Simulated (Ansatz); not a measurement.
```
Na I
1.0
     0.00000    2.72531    2.72531
     2.72531    0.00000    2.72531
     2.72531    2.72531    0.00000
Na I
1 1
Direct
  0.00000 0.00000 0.00000
  0.50000 0.50000 0.50000
```

PBE in Ansatz, hard PAW set made for 700 eV, wave cutoff 700 eV, 4×4×4 mesh, fixed fractional positions. No spin-orbit coupling. The pressure is 29.8 GPa and the gap on the mesh 3.90 eV.

Q: The cell is scaled evenly to 1.128 times its volume. What pressure and gap follow, and what mean bulk modulus do the two pressures imply?

A: 17.5 GPa, gap 4.44 eV; B = −ΔP/Δln V ≈ 102 GPa over this range.

The cell is a model at fixed atoms and needn't be the relaxed known crystal. The mesh is coarse, so these values aren't converged.
